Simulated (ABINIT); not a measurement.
# Te2Mo (P6_3/mmc) in ABINIT: band structure with PBEsol

Aim: the band structure of Te2Mo with PBEsol.

Everything below comes from runs of ABINIT 10.8.3 (patched build). Logs are shortened: lines on timing, memory, paths and dates and some standing lists are left out, and cuts for length are marked. The log counts tension as positive stress, the text compression.

**Measured values to compare with.**

From “Broadband infrared study of pressure-tunable Fano resonance and metallization transition in 2H-MoTe2”, 2022, pmc:9569381, for a bulk crystal of Te2Mo at 300 K: band gap 0.88 ± 0.05 eV (indirect).

The runs below are set against these values where they give the same quantity.

## 1. The structure

Symmetry: P6_3/mmc, No. 194, hexagonal system. Conventional cell: a = 3.518 Å, b = 3.518 Å, c = 13.974 Å, α = 90.00°, β = 90.00°, γ = 120.00°. Te (site symmetry 3m) is surrounded by 3 Mo at 2.72 Å. Around Mo (site symmetry -6m2) lie 6 Te at 2.72 Å.

## 2. Band structure, PBEsol

Contents of run.abi:

```
# Datasets: ground state, then fixed potential
ndtset 2

# Pseudopotentials
pp_dirpath "./"
pseudos "Te.GGA_PBE-JTH.xml, Mo.GGA_PBE-JTH.xml"

# Structure
acell 3*1.0 Angstrom
rprim
     3.5182000000     0.0000000000     0.0000000000
    -1.7591000000     3.0468505756     0.0000000000
     0.0000000000     0.0000000000    13.9736000000
ntypat 2
znucl 52 42
natom 6
typat 1 1 1 1 2 2
xred
     0.6666666667     0.3333333333     0.3790000000
     0.3333333333     0.6666666667     0.8790000000
     0.6666666667     0.3333333333     0.1210000000
     0.3333333333     0.6666666667     0.6210000000
     0.6666666667     0.3333333333     0.7500000000
     0.3333333333     0.6666666667     0.2500000000

# Plane-wave basis
ecut 408.170794 eV
pawecutdg 30.0
pawxcdev 0

# Exchange and correlation
ixc -116133

# Bands and occupations
occopt 3
tsmear 0.05 eV

# SCF cycle
nstep 100

# Output
iomode 3
prtwf 0
prteig 0
prtebands 0
enunit 1
prtden1 1

# Dataset 1
kptopt1 1
ngkpt1 9 9 2
nshiftk1 1
shiftk1 0.0 0.0 0.0
nband1 32
tolvrs1 1.0e-9

# Dataset 2: bands along G-M-K-G-A-L-H-A
iscf2 -2
getden2 1
nband2 38
nbdbuf2 4
tolwfr2 1.0e-11
kptopt2 -7
ndivsm2 8
prteig2 1
kptbounds2
     0.0000000000     0.0000000000     0.0000000000
     0.5000000000     0.0000000000     0.0000000000
     0.3333333333     0.3333333333     0.0000000000
     0.0000000000     0.0000000000     0.0000000000
     0.0000000000     0.0000000000     0.5000000000
     0.5000000000     0.0000000000     0.5000000000
     0.3333333333     0.3333333333     0.5000000000
     0.0000000000     0.0000000000     0.5000000000
```

Potentials or basis: JTH PAW PBE v2.0.

Command:

```bash
$ abinit run.abi > log 2>&1
```

run.abo:

```text
.Version 10.8.3 of ABINIT
 DATASET    1 : space group P6_3/m m c (#194); Bravais hP (primitive hexag.)
================================================================================
 Values of the parameters that define the memory need for DATASET  1.
     intxc =       0    ionmov =       0      iscf =      17    lmnmax =      18
     lnmax =       6     mgfft =      96  mpssoang =       3    mqgrid =    6511
     natom =       6  nloc_mem =       2    nspden =       1   nspinor =       1
    nsppol =       1      nsym =      24    n1xccc =       1    ntypat =       2
    occopt =       3   xclevel =       2
       mpw =        2818          nfft =       55296          nkpt =          24
 PAW method is used; the additional fine FFT grid is defined by:
   mgfftf=       135    nfftf =    174960
================================================================================
================================================================================

 DATASET    2 : space group P6_3/m m c (#194); Bravais hP (primitive hexag.)
================================================================================
 Values of the parameters that define the memory need for DATASET  2.
     intxc =       0    ionmov =       0      iscf =      -2    lmnmax =      18
     lnmax =       6     mgfft =      96  mpssoang =       3    mqgrid =    6511
     natom =       6  nloc_mem =       2    nspden =       1   nspinor =       1
    nsppol =       1      nsym =      24    n1xccc =       1    ntypat =       2
    occopt =       3   xclevel =       2
       mpw =        2838          nfft =       55296          nkpt =         209
 PAW method is used; the additional fine FFT grid is defined by:
   mgfftf=       135    nfftf =    174960
================================================================================
================================================================================

--------------------------------------------------------------------------------
------------- Echo of variables that govern the present computation ------------
--------------------------------------------------------------------------------
 -outvars: echo values of preprocessed input variables --------
            acell      1.8897261259E+00  1.8897261259E+00  1.8897261259E+00 Bohr
              amu      1.27600000E+02  9.59400000E+01
             ecut      1.50000000E+01 Hartree
           enunit           1
           getden1          0
           getden2          1
             iscf1         17
             iscf2         -2
                       outvar_i_n : Printing only first  50 k-points.
              ixc     -116133
           jdtset        1    2
                       outvar_i_n : Printing only first  50 k-points.
           kptopt1          1
           kptopt2         -7
         kptrlatt        9    0    0      0    9    0      0    0    2
          kptrlen1     5.28125540E+01
          kptrlen2     3.00000000E+01
            natom           6
            nband1         32
            nband2         38
           nbdbuf1          0
           nbdbuf2          4
           ndtset           2
           ndivsm1          0
           ndivsm2          8
            ngfft          24      24      96
          ngfftdg          36      36     135
             nkpt1         24
             nkpt2        209
            nstep         100
             nsym          24
           ntypat           2
           occopt           3
        pawecutdg      3.00000000E+01 Hartree
         pawxcdev           0
        prtebands           0
           prteig1          0
           prteig2          1
            prtwf           0
            rprim      3.5182000000E+00  0.0000000000E+00  0.0000000000E+00
                      -1.7591000000E+00  3.0468505756E+00  0.0000000000E+00
                       0.0000000000E+00  0.0000000000E+00  1.3973600000E+01
           shiftk1     0.00000000E+00  0.00000000E+00  0.00000000E+00
           shiftk2     5.00000000E-01  5.00000000E-01  5.00000000E-01
          spgroup         194
           tolvrs1     1.00000000E-09
           tolvrs2     0.00000000E+00
           tolwfr1     0.00000000E+00
           tolwfr2     1.00000000E-11
[... 3003 lines left out ...]
 -1.9649E-01 -1.9649E-01 -1.6683E-01 -1.6683E-01 -1.6683E-01 -1.6683E-01
 -1.3093E-01 -1.3092E-01 -2.1087E-02 -2.1087E-02 -2.1081E-02 -2.1081E-02
 -9.0207E-03 -9.0207E-03 -9.0145E-03 -9.0145E-03  9.0713E-02  9.0713E-02
  1.6305E-01  1.6564E-01

--- !ResultsGS
iteration_state: {dtset: 2, }
comment   : Summary of ground state results
lattice_vectors:
- [  6.6484345,   0.0000000,   0.0000000, ]
- [ -3.3242172,   5.7577131,   0.0000000, ]
- [  0.0000000,   0.0000000,  26.4062770, ]
lattice_lengths: [   6.64843,    6.64843,   26.40628, ]
lattice_angles: [ 90.000,  90.000, 120.000, ] # degrees, (23, 13, 12)
lattice_volume:   1.0108264E+03
convergence: {deltae:  0.000E+00, res2:  0.000E+00, residm:  9.997E-12, diffor:  0.000E+00, }
etotal    :  -1.71088833E+02
entropy   :   0.00000000E+00
fermie    :  -1.15451296E-01
cartesian_stress_tensor: null
pressure_GPa: null
xred      :
- [  6.6667E-01,   3.3333E-01,   3.7900E-01, Te]
- [  3.3333E-01,   6.6667E-01,   8.7900E-01, Te]
- [  6.6667E-01,   3.3333E-01,   1.2100E-01, Te]
- [  3.3333E-01,   6.6667E-01,   6.2100E-01, Te]
- [  6.6667E-01,   3.3333E-01,   7.5000E-01, Mo]
- [  3.3333E-01,   6.6667E-01,   2.5000E-01, Mo]
cartesian_forces: null
force_length_stats: {min: null, max: null, mean: null, }
...

 Integrated electronic density in atomic spheres:
 ------------------------------------------------
 Atom  Sphere_radius  Integrated_density
    1        2.31107          3.16836910
    2        2.31107          3.15691673
    3        2.31107          3.15691673
    4        2.31107          3.16836910
    5        2.20740         11.25653468
    6        2.20740         11.25653468

================================================================================

 ----iterations are completed or convergence reached----

 Mean square residual over all n,k,spin=   57.630E-13; max=  99.968E-13
 reduced coordinates (array xred) for    6 atoms
       0.666666666667      0.333333333333      0.379000000000
       0.333333333333      0.666666666667      0.879000000000
       0.666666666667      0.333333333333      0.121000000000
       0.333333333333      0.666666666667      0.621000000000
       0.666666666667      0.333333333333      0.750000000000
       0.333333333333      0.666666666667      0.250000000000

 cartesian coordinates (angstrom) at end:
    1      1.75910000000000     1.01561685853333     5.29599440000000
    2     -0.00000000000000     2.03123371706667    12.28279440000000
    3      1.75910000000000     1.01561685853333     1.69080560000000
    4     -0.00000000000000     2.03123371706667     8.67760560000000
    5      1.75910000000000     1.01561685853333    10.48020000000000
    6     -0.00000000000000     2.03123371706667     3.49340000000000
 length scales=  1.889726125908  1.889726125908  1.889726125908 bohr
              =  1.000000000000  1.000000000000  1.000000000000 angstroms
 Eigenvalues (   eV  ) for nkpt= 209  k points:
 kpt#   1, nband= 38, wtk=  1.00000, kpt=  0.0000  0.0000  0.0000 (reduced coord)
 -64.28222  -64.28222  -38.46734  -38.46733  -38.33593  -38.33593  -38.33593  -38.33593
 -16.61428  -16.29411  -15.75332  -15.25181   -9.46257   -8.16231   -6.68132   -5.35311
  -5.35311   -5.33998   -5.33998   -4.57022   -4.55840   -4.55840   -4.52120   -4.52120
  -3.84492   -3.46817   -0.60421   -0.60421   -0.48562   -0.48562   -0.40434   -0.40434
  -0.14281   -0.14281    2.11057    2.64319    3.81071    4.16489
 kpt#   2, nband= 38, wtk=  1.00000, kpt=  0.0135  0.0000  0.0000 (reduced coord)
 -64.28220  -64.28220  -38.46729  -38.46728  -38.33617  -38.33617  -38.33599  -38.33599
 -16.61167  -16.29153  -15.75138  -15.25010   -9.45965   -8.15949   -6.68255   -5.35930
  -5.35104   -5.34600   -5.33774   -4.57235   -4.56931   -4.56223   -4.52481   -4.52181
  -3.83507   -3.47085   -0.61728   -0.60293   -0.49774   -0.48186   -0.41817   -0.41117
  -0.16257   -0.14801    2.12775    2.65774    3.80990    4.18897
 kpt#   3, nband= 38, wtk=  1.00000, kpt=  0.0270  0.0000  0.0000 (reduced coord)
 -64.28215  -64.28214  -38.46714  -38.46713  -38.33689  -38.33689  -38.33616  -38.33616
 -16.60384  -16.28380  -15.74557  -15.24499   -9.45092   -8.15106   -6.68624   -5.37788
  -5.36398   -5.34486   -5.33102   -4.61184   -4.57368   -4.56660   -4.53565   -4.52385
  -3.80819   -3.47897   -0.65515   -0.59904   -0.53351   -0.47088   -0.45867   -0.43139
[... 1223 lines left out ...]
  -3.56400   -3.56378   -0.62511   -0.62495   -0.56989   -0.56971   -0.30896   -0.30880
  -0.26467   -0.26448    2.53201    2.53202    4.46800    4.49987
 kpt# 208, nband= 38, wtk=  1.00000, kpt=  0.0079  0.0079  0.5000 (reduced coord)
 -64.28220  -64.28220  -38.46728  -38.46728  -38.33618  -38.33618  -38.33599  -38.33599
 -16.48879  -16.48861  -15.46693  -15.46677   -8.96090   -8.96076   -5.59016   -5.59006
  -5.35269   -5.35268   -5.34445   -5.34445   -4.54358   -4.54358   -4.54064   -4.54064
  -3.56301   -3.56280   -0.58696   -0.58679   -0.57268   -0.57251   -0.26182   -0.26165
  -0.25030   -0.25012    2.48467    2.48468    4.45326    4.47745
 kpt# 209, nband= 38, wtk=  1.00000, kpt=  0.0000  0.0000  0.5000 (reduced coord)
 -64.28221  -64.28221  -38.46733  -38.46733  -38.33593  -38.33593  -38.33593  -38.33593
 -16.49147  -16.49129  -15.46883  -15.46867   -8.96371   -8.96357   -5.58699   -5.58689
  -5.34668   -5.34668   -5.34667   -5.34667   -4.53969   -4.53969   -4.53969   -4.53969
  -3.56276   -3.56255   -0.57382   -0.57382   -0.57365   -0.57365   -0.24547   -0.24547
  -0.24530   -0.24530    2.46842    2.46843    4.43687    4.50740

== END DATASET(S) ==============================================================
================================================================================

 -outvars: echo values of variables after computation  --------
            acell      1.8897261259E+00  1.8897261259E+00  1.8897261259E+00 Bohr
           etotal1    -1.7108883296E+02
            fcart1     1.1812628400E-29  4.8714458477E-30  1.1362912507E-03
                      -8.4375917146E-31 -1.1204325450E-29  1.1362912507E-03
                      -1.6031424258E-29  9.2557471107E-30 -1.1362912507E-03
                       1.6875183429E-30 -2.4357229239E-29 -1.1362912507E-03
                       6.2438178688E-29  4.5791590969E-29  6.8430836399E-22
                      -5.9063142002E-29 -2.4357229239E-29 -6.8430836399E-22
            rprim      3.5182000000E+00  0.0000000000E+00  0.0000000000E+00
                      -1.7591000000E+00  3.0468505756E+00  0.0000000000E+00
                       0.0000000000E+00  0.0000000000E+00  1.3973600000E+01
           strten1     1.1143364055E-05  1.1143363962E-05 -1.5374437354E-05
                       0.0000000000E+00  0.0000000000E+00  0.0000000000E+00
           xangst      1.7591000000E+00  1.0156168585E+00  5.2959944000E+00
                      -6.4028626442E-17  2.0312337171E+00  1.2282794400E+01
                       1.7591000000E+00  1.0156168585E+00  1.6908056000E+00
                      -6.4028626442E-17  2.0312337171E+00  8.6776056000E+00
                       1.7591000000E+00  1.0156168585E+00  1.0480200000E+01
                      -6.4028626442E-17  2.0312337171E+00  3.4934000000E+00
             xred      6.6666666667E-01  3.3333333333E-01  3.7900000000E-01
                       3.3333333333E-01  6.6666666667E-01  8.7900000000E-01
                       6.6666666667E-01  3.3333333333E-01  1.2100000000E-01
                       3.3333333333E-01  6.6666666667E-01  6.2100000000E-01
                       6.6666666667E-01  3.3333333333E-01  7.5000000000E-01
                       3.3333333333E-01  6.6666666667E-01  2.5000000000E-01
 Calculation completed.
```

Run time: 10 min. Hardware: 1 thread of Arm Neoverse V2, shared host; peak memory 0.49 GiB.

What came out:

```
Free energy                                           : -4655.5643 eV
Pressure                                              : -0.1 GPa
Largest force                                         : 0.058 eV/Å
Band gap on the k mesh                                : 0.72 eV, indirect (least direct gap 1.04 eV)
Band gap along the path                               : 0.64 eV, indirect (least direct gap 1.04 eV)
Valence electrons inside the program's atomic spheres : Te 3.17, 3.16; Mo 11.26
```

Forces in eV/Å, atoms in the order of the input:
```
Te   0.000  0.000  0.058
Te   0.000  0.000  0.058
Te   0.000  0.000 -0.058
Te   0.000  0.000 -0.058
Mo   0.000  0.000  0.000
Mo   0.000  0.000  0.000
```

Levels at the corners of the path, in eV from the valence-band top:
```csv
point,band 22,band 23,band 24,band 25,band 26,band 27,band 28,band 29,band 30,band 31
Γ,-1.09,-1.05,-1.05,-0.38,0.00,2.86,2.86,2.98,2.98,3.06
M,-1.86,-1.08,-0.99,-0.66,-0.37,1.25,1.31,1.40,1.74,2.53
K,-3.19,-1.88,-1.88,-0.34,-0.10,0.94,0.94,1.05,2.13,2.26
Γ,-1.09,-1.05,-1.05,-0.38,0.00,2.86,2.86,2.98,2.98,3.06
A,-1.07,-1.07,-1.07,-0.09,-0.09,2.89,2.89,2.89,2.89,3.22
L,-1.98,-1.02,-1.02,-0.51,-0.51,1.27,1.27,1.59,1.59,2.97
H,-2.82,-2.04,-2.04,-0.25,-0.25,0.94,0.94,1.54,1.54,2.34
A,-1.07,-1.07,-1.07,-0.09,-0.09,2.89,2.89,2.89,2.89,3.22
```

Caveat: the PAW data sets were made with another functional, which shifts forces and pressure a little; spin-orbit coupling is left out, which moves the levels of the heavy elements; this functional lacks dispersion, which binds the layers, so the pressure and a relaxed spacing across them are unreliable.

## 3. How close it comes

Step 2. A measured gap of Te2Mo is 0.88 eV (indirect; 300 K; quoted in “Broadband infrared study of pressure-tunable Fano resonance and metallization transition in 2H-MoTe2”, 2022, pmc:9569381); the calculated 0.64 eV misses it by -0.24 eV. Spin-orbit coupling on Mo, Te is left out. The value is that of PBEsol, without temperature or zero-point motion. Semilocal functionals fall short of measured gaps as a rule.
